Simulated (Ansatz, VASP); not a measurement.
# Cross-check of PtS2 (1T-PtS2, 2 layers, AA stacking) between VASP and Ansatz

Wanted: the spread between two codes on one cell, functional and k mesh. The structure shown is the start of the Ansatz relaxation below; VASP solves that cell, so the two are compared at the walk's first step.

Method: plane waves, with VASP 6.6.1 beside it; single point at PBE with D3(BJ), in Ansatz 0.2.0.

**1. The structure**

The cell holds 6 atoms: 4 S and 2 Pt. Cell: a = 3.570 Å, b = 3.570 Å, c = 24.328 Å, α = 90.0°, β = 90.0°, γ = 120.0°. Vacuum lies along c.

As a file:

```cif
data_structure
_symmetry_space_group_name_H-M 'P 1'
_symmetry_Int_Tables_number 1
_cell_length_a 3.5700
_cell_length_b 3.5700
_cell_length_c 24.3282
_cell_angle_alpha 90.000
_cell_angle_beta 90.000
_cell_angle_gamma 120.000
_cell_volume 268.52
loop_
_atom_site_label
_atom_site_type_symbol
_atom_site_fract_x
_atom_site_fract_y
_atom_site_fract_z
_atom_site_occupancy
S1 S 0.66667 0.33333 0.34939 1
S2 S 0.33333 0.66667 0.43218 1
S3 S 0.66667 0.33333 0.56782 1
S4 S 0.33333 0.66667 0.65061 1
Pt5 Pt 0.00000 0.00000 0.39078 1
Pt6 Pt 0.00000 0.00000 0.60922 1
```

**2. Ansatz: relaxation, PBE with D3(BJ)**

Ansatz runs on its default PAW (the set named soft_2) files.

The two programs are compared at the cell with which this relaxation starts, whose forces are those of its first step.

input.yaml

```yaml
crystal:
  lattice:
    - [3.57, 0.0, 0.0]
    - [-1.785, 3.0917106915, 0.0]
    - [0.0, 0.0, 24.3281727868]
  atoms:
    - { symbol: S, position: [0.6666666667, 0.3333333333, 0.349389166] }
    - { symbol: Pt, position: [0.0, 0.0, 0.3907832816] }
    - { symbol: S, position: [0.3333333333, 0.6666666667, 0.4321773972] }
    - { symbol: S, position: [0.6666666667, 0.3333333333, 0.5678226028] }
    - { symbol: Pt, position: [0.0, 0.0, 0.6092167184] }
    - { symbol: S, position: [0.3333333333, 0.6666666667, 0.650610834] }
kpoints:
  mp_grid: { grid: [12, 12, 1] }
hamiltonian:
  xc: pbe
  dispersion: d3bj
scf:
  occupations: { method: fermi_dirac, width: 0.05 }
  convergence: { dr2_threshold: 1.0e-08 }
efield:
  axis: 3
  dipole_correction: true
  ramp_position: 0.97
  ramp_width: 0.04
relax:
  f_tol: 0.01
  cell: { fix: [c, alpha, beta] }
output:
  write_potential: true
  write_density: true
  volumetric_format: npy
```

Started as:

```sh
ansatz run input.yaml --threads 4 --pin off --max-ram 8192MiB --backend cpu --events-out ev --progress --plain --runs-dir out
```

Numbers of over 12 decimals in the logs are rounded to 6 here.

Output:

```text
Warning: relax.cell: scf.convergence.dr2_threshold = 1e-8 eV is looser than the 6e-10 eV advised for a relaxation that steers and ends on the stress (1e-10 eV for each atom of the cell: 6). What an SCF threshold leaves in a stress goes as its square root, and in the free energy as the threshold itself, and one threshold admits the most on a small cell: [figures from the program's tests cut] Set scf.convergence.dr2_threshold to 6e-10 eV or tighter. The threshold is an SCF's pass mark: one that does not reach it within its budget of iterations ends unconverged, or closes short of it on a stop that the run arms, and scf.convergence.dr2_threshold's page says what that costs each kind of run
Engine: ansatz 0.2.0, x86_64-unknown-linux-gnu
Pseudopotentials: kind: paw
Pseudopotential: S, paw, valence charge 6, recommended cutoff 420 eV (normal), S.paw.azcp
Pseudopotential: Pt, paw, valence charge 18, recommended cutoff 420 eV (normal), Pt.paw.azcp
Functional definition: PBE
  parameter kappa = 0.804
  parameter beta = 0.066725
  exchange = pbe_x(kappa = kappa, mu = beta*pi^2/3)
  correlation = pbe_c(beta = beta)
Crystal: 6 atoms, lattice volume = 268.520 Å³
Basis set: ecut = 420 eV, 5163 PW (Γ), exchange–correlation on 48×48×360 points (8 copies of the dense FFT grid, shifted against one another)
Bands: 36, of which v1, the nominal top of the filled ones, is band 30 counted from 1 (29 counted from 0)
Symmetry: 6 space group operations
k-points: 19 of 144 (time reversal used)
Non-local potential: S, projectors of the file, l = 0: 2, l = 1: 2, l = 2: 2
Non-local potential: Pt, projectors of the file, l = 0: 3, l = 1: 2, l = 2: 2, l = 3: 1
PAW form: soft (Blöchl's): semilocal exchange-correlation on the pseudo side does not see the compensation charge
PAW one-centre angular grid: S, 110 points (default); XC on 64 Gauss nodes
PAW one-centre angular grid: Pt, 590 points (default); XC on 64 Gauss nodes
Initial density: superposition of atomic densities (neutral atoms: chi_scale 0, normalization atom), corrected by the library's trained network
Initial wavefunctions: pseudopotential atomic-orbital guess
Functional: x = pbe(κ = 0.804, μ = 0.219515), c = pbe(β = 0.066725)
SCF iter   1: F=—  HF=-28657.149150 eV  |F-HF|=—  |Δ(HF+E_count)|=         —  Δρ=2.94e-3  dr2=4.76e-2  ethr=1.77e-3  p=-0.000 e·Å  D=-4.92e-5 V/Å  ΔV_dip=0.00 eV  dr2_dipole=3.24e-7  V_vac-E_F(+/−)=5.37/5.37 eV  ⟨swp⟩=10.4  Hψ=3750  notcnv=0
efield: sawtooth ramp at fractional position 0.9700 (set: `efield.ramp_position`, or a place that a band, a saddle search or an elastic batch's reference lends), width 0.0400; the density the first Hamiltonian is built on has a dipole p = -0.000 e·Å; the dipole correction subtracts the counter field D = -4.92e-5 V/Å, which shifts the + side's vacuum level by +0.00 eV against the − side's; the planar-averaged density in the ramp window peaks in size at 9.6e-6 e/Å³
preconditioner: auto → Resta (q_TF=auto, 2.125 Å⁻¹)  ε∞=3.6  [insulator: Δε(μ)=1.267 eV  Ē_g=9.323 eV  σ=0.050 eV  W_gap=1.00  n_scr=46 (ndim 8)  ℏωp=15.0 eV  f_vac=0.572  D(μ)=0.00/eV (n_scr^D=0)  ε∞_Penn≈3.6  vacuum switching on, ρ_ref=6.3e-3 e/Å³]
SCF iter   2: F=—  HF=-28657.136661 eV  |F-HF|=—  |Δ(HF+E_count)|=   1.25e-2  Δρ=1.41e-3  dr2=8.14e-3  ethr=7.94e-5  p=0.000 e·Å  D=6.46e-5 V/Å  ΔV_dip=-0.00 eV  dr2_dipole=6.60e-7  V_vac-E_F(+/−)=5.28/5.28 eV  ⟨swp⟩=2.2  Hψ=1272  notcnv=0  defer=16
SCF iter   3: F=—  HF=-28657.136026 eV  |F-HF|=—  |Δ(HF+E_count)|=   6.34e-4  Δρ=6.29e-4  dr2=3.02e-3  ethr=1.36e-5  p=-0.000 e·Å  D=-1.59e-4 V/Å  ΔV_dip=0.00 eV  dr2_dipole=2.33e-6  V_vac-E_F(+/−)=5.18/5.18 eV  ⟨swp⟩=2.1  Hψ=1112  notcnv=0  defer=16
SCF iter   4: F=—  HF=-28657.135709 eV  |F-HF|=—  |Δ(HF+E_count)|=   3.17e-4  Δρ=2.49e-4  dr2=2.79e-4  ethr=5.04e-6  p=0.000 e·Å  D=4.40e-5 V/Å  ΔV_dip=-0.00 eV  dr2_dipole=1.76e-7  V_vac-E_F(+/−)=5.17/5.17 eV  ⟨swp⟩=2.1  Hψ=914  notcnv=0  defer=16
SCF iter   5: F=—  HF=-28657.135704 eV  |F-HF|=—  |Δ(HF+E_count)|=   5.44e-6  Δρ=1.25e-4  dr2=1.19e-4  ethr=4.66e-7  p=-0.000 e·Å  D=-5.24e-5 V/Å  ΔV_dip=0.00 eV  dr2_dipole=2.44e-7  V_vac-E_F(+/−)=5.14/5.14 eV  ⟨swp⟩=2.1  Hψ=1074  notcnv=0  defer=16
SCF iter   6: F=—  HF=-28657.135692 eV  |F-HF|=—  |Δ(HF+E_count)|=   1.15e-5  Δρ=4.42e-5  dr2=9.04e-6  ethr=1.98e-7  p=0.000 e·Å  D=5.23e-6 V/Å  ΔV_dip=-0.00 eV  dr2_dipole=1.31e-9  V_vac-E_F(+/−)=5.14/5.14 eV  ⟨swp⟩=2.4  Hψ=959  notcnv=0  defer=16
[...]
SCF iter   3: F=—  HF=-28658.511491 eV  |F-HF|=—  |Δ(HF+E_count)|=   7.52e-5  Δρ=1.25e-4  dr2=5.26e-5  ethr=1.41e-7  p=-0.000 e·Å  D=-1.36e-6 V/Å  ΔV_dip=0.00 eV  dr2_dipole=1.19e-9  V_vac-E_F(+/−)=5.13/5.13 eV  ⟨swp⟩=1.8  Hψ=750  notcnv=0
SCF iter   4: F=—  HF=-28658.511484 eV  |F-HF|=—  |Δ(HF+E_count)|=   6.97e-6  Δρ=1.27e-5  dr2=3.43e-7  ethr=8.77e-8  p=0.000 e·Å  D=2.59e-6 V/Å  ΔV_dip=-0.00 eV  dr2_dipole=7.25e-10  V_vac-E_F(+/−)=5.14/5.14 eV  ⟨swp⟩=1.4  Hψ=752  notcnv=0
SCF iter   5: F=—  HF=-28658.511737 eV  |F-HF|=—  |Δ(HF+E_count)|=   2.53e-4  Δρ=4.93e-6  dr2=9.66e-8  ethr=5.72e-10  p=-0.000 e·Å  D=-3.97e-6 V/Å  ΔV_dip=0.00 eV  dr2_dipole=5.51e-9  V_vac-E_F(+/−)=5.14/5.14 eV  ⟨swp⟩=2.2  Hψ=1180  notcnv=0
[...]
Initial wavefunctions: pseudopotential atomic-orbital guess (no wavefunctions were taken with the density)
iter 1 solved again at ethr=8.84e-7 eV; its pass at ethr=3.10e-3 eV (dr2=5.30e-4 eV) is discarded
SCF iter   1: F=—  HF=-28658.511441 eV  |F-HF|=—  |Δ(HF+E_count)|=         —  Δρ=6.39e-6  dr2=1.96e-8  ethr=8.84e-7  p=-0.000 e·Å  D=-1.01e-8 V/Å  ΔV_dip=0.00 eV  dr2_dipole=1.51e-10  V_vac-E_F(+/−)=5.14/5.14 eV  ⟨swp⟩=3.9  Hψ=5528  notcnv=0
efield: sawtooth ramp at fractional position 0.9700 (set: `efield.ramp_position`, or a place that a band, a saddle search or an elastic batch's reference lends), width 0.0400; the density the first Hamiltonian is built on has a dipole p = -0.000 e·Å; the dipole correction subtracts the counter field D = -1.01e-8 V/Å, which shifts the + side's vacuum level by +0.00 eV against the − side's; the planar-averaged density in the ramp window peaks in size at 2.1e-6 e/Å³
eigensolver tolerance schedule: the retry pair's looser diagonalisation over-reported the residual by 27026.04 of it (diagonalisation noise at an unbounded share of the residual, at the tolerance the schedule requests for it); recorded, not acted on — ethr = c·dr2/N_el stays at c = 1.0e-1
preconditioner: auto → Resta (q_TF=auto, 2.127 Å⁻¹)  ε∞=4.1  [insulator: Δε(μ)=0.802 eV  Ē_g=8.542 eV  σ=0.050 eV  W_gap=1.00  n_scr=46 (ndim 8)  ℏωp=15.1 eV  f_vac=0.575  D(μ)=0.00/eV (n_scr^D=0)  ε∞_Penn≈4.1  vacuum switching on, ρ_ref=5.3e-3 e/Å³]
SCF iter   2: F=—  HF=-28658.511622 eV  |F-HF|=—  |Δ(HF+E_count)|=   1.81e-4  Δρ=3.72e-6  dr2=7.17e-9  ethr=1.67e-11  p=0.000 e·Å  D=1.74e-6 V/Å  ΔV_dip=-0.00 eV  dr2_dipole=2.97e-10  V_vac-E_F(+/−)=5.14/5.14 eV  ⟨swp⟩=12.3  Hψ=6621  notcnv=0
SCF iter   3: F=-28658.511622 eV  HF=-28658.511622 eV  |F-HF|=3.26e-9  |Δ(HF+E_count)|=   2.04e-9  Δρ=1.35e-6  dr2=3.45e-9  ethr=1.20e-11  p=-0.000 e·Å  D=-1.38e-6 V/Å  ΔV_dip=0.00 eV  dr2_dipole=1.09e-9  V_vac-E_F(+/−)=5.14/5.14 eV  ⟨swp⟩=6.0  Hψ=4404  notcnv=0
SCF 7 converged in 3 iterations: F = -28658.511622 eV  dr2 = 3.45e-9
relax step   7: F+E_penalty+E_count = -28658.51162186 eV  Δ(F+E_penalty+E_count) = +1.154e-4 eV  max|allowed force component| = 4.174e-3 eV/Å  Δτ_max = 0.0000 Å  P = -0.009 GPa  Ω = 267.065 Å³  fix = [c, alpha, beta]  reactions: c -0.008 GPa  stress off target by 9.00e-3 GPa on what of the cell is left free  SCF on the basis re-selected at this cell (its energy is not comparable with the rows above)  (3 SCF iters)
basis re-selected at this cell: Δ(F+E_penalty+E_count) = +1.154e-4 eV, ΔP = -0.002 GPa vs the last step (what re-selecting the basis moved, of the pressure what is left beyond the Pulay correction that the steps carried, after the strain that the cell walked since its last selection, with what the two solves' SCF thresholds leave and, on support functions, any second-order correction that the steps lacked; it is no m [...]
SCF converged after 3 iterations
Free energy (F): -28658.511622 eV
Harris-Foulkes:  -28658.511622 eV  (|F-HF|=3.26e-9)
Internal energy: -28658.511576 eV  (E = F + TS)
E sigma→0 (E₀):  -28658.511599 eV
Entropy (-TS):   -0.000046 eV (-0.008 meV/atom)
Fermi energy:    1.638037 eV
Dipole field:    D = 0.000037 V/Å  (p = 0.000055 e·Å, saw-weighted, corrected)
Work function:   Φ+ = 5.1351 eV   Φ− = 5.1360 eV
Levels:          The Fermi level and band energies are counted from a zero that moves with the ramp; work functions are not
--- Per-component energies (eV) ---
  E_band       = -1213.423342
  E_kinetic    = 1700.486863
  E_local      = -54513.152528  (includes V_loc(G=0)·N_el)
  E_nonlocal   = 510.493898
  E_hartree    = 26319.798546
  E_xc         = -911.974155
  E_vxc        = -955.495826  (∫ρ·V_xc dr)
  E_paw        = -21307.749102  (= ΣΔE_a)
  E_vpaw       = -595.351221  (= ΣTr[D̂ρ^β])
  E_aug_tail   = 0.000379  (compensation charges beyond the density's cutoff)
  E_efield     = 0.000000  (sawtooth field / dipole correction)
  E_vefield    = -0.000540  (∫n·V_field dr)
  E_ewald      = 19545.719184
  E_disp       = -2.134662  (pairwise vdW)
  E_smearing   = -0.000046  (= −TS)
  E_closure    = -0.000000  (closes the sum)
  Σ components = -28658.511622   (vs F -28658.511622, Δ=0.00e0)
--- Forces (eV/Å), atoms counted from 1 ---
  atom   1  S      0.00000000    -0.00000000    -0.00151071
  atom   2  Pt    -0.00000000     0.00000000     0.00417478
  atom   3  S     -0.00000000     0.00000000    -0.00216648
  atom   4  S      0.00000000    -0.00000000     0.00216826
  atom   5  Pt     0.00000000    -0.00000000    -0.00416621
  atom   6  S     -0.00000000     0.00000000     0.00150560
  max |Σ_I F_I| component: 5.25e-6 eV/Å
--- Stress (GPa, compression-positive) ---
       -0.009000       0.000000      -0.000000
        0.000000      -0.009000       0.000000
       -0.000000       0.000000      -0.008363
  P = ⅓ Tr σ = -0.0088 GPa (-0.088 kbar)
--- Band table (eV; the first three rows and the last of 19) ---
  k-point 0: bands = [... 26 lower, -0.0878, 0.1499, 0.1499, 0.9962, 3.3177, 3.3177, 3.7973, 3.7973, ... 2 higher]
  k-point 1: bands = [... 26 lower, 0.0255, 0.1938, 0.2452, 1.2182, 2.9453, 3.1842, 3.3813, 3.7038, ... 2 higher]
  k-point 2: bands = [... 26 lower, 0.0941, 0.2284, 0.2937, 1.0797, 2.5523, 2.6867, 2.9454, 3.5159, ... 2 higher]
  k-point 18: bands = [... 26 lower, -0.5812, -0.5812, -0.2140, -0.2140, 2.2184, 2.2184, 3.1344, 3.1344, ... 2 higher]
--- Relaxed structure (6 steps of the walk, 6 accepted, 1 SCFs on fresh bases) ---
  F+E_penalty+E_count = -28658.51162186 eV   max|allowed force component| = 4.174e-3 eV/Å   (the final SCF, on the basis selected at the relaxed cell)
  cell:  # Å, volume = 267.0648 Å³
    - [3.560313, 0.0, 0]
    - [-1.780157, 3.083322, 0]
    - [0, 0, 24.3281727868]
  atoms:
    - { symbol: S, position: [0.666667, 0.333333, 0.351450] }
    - { symbol: Pt, position: [0, 0, 0.402474] }
    - { symbol: S, position: [0.333333, 0.666667, 0.452209] }
    - { symbol: S, position: [0.666667, 0.333333, 0.547791] }
    - { symbol: Pt, position: [0, 0, 0.597526] }
    - { symbol: S, position: [0.333333, 0.666667, 0.648550] }
```

The column dr2 measures how far the density is from self-consistency, as an energy; F and HF (Harris–Foulkes) agree once it is small.

[end of part 1 of 2]

[Lines on the potential files, build, host, timing and source positions are cut from VASP's logs without a mark.]

[Logs are printed without paths, hosts, clocks, repeated set-up lines and the standing remarks that a program may print on its own settings, such as how far it seeks lower states.]

[Hosts, paths, dates, database ids (printed as entryN), source tags and the programs' standing remarks are cut or masked in the printed files.]
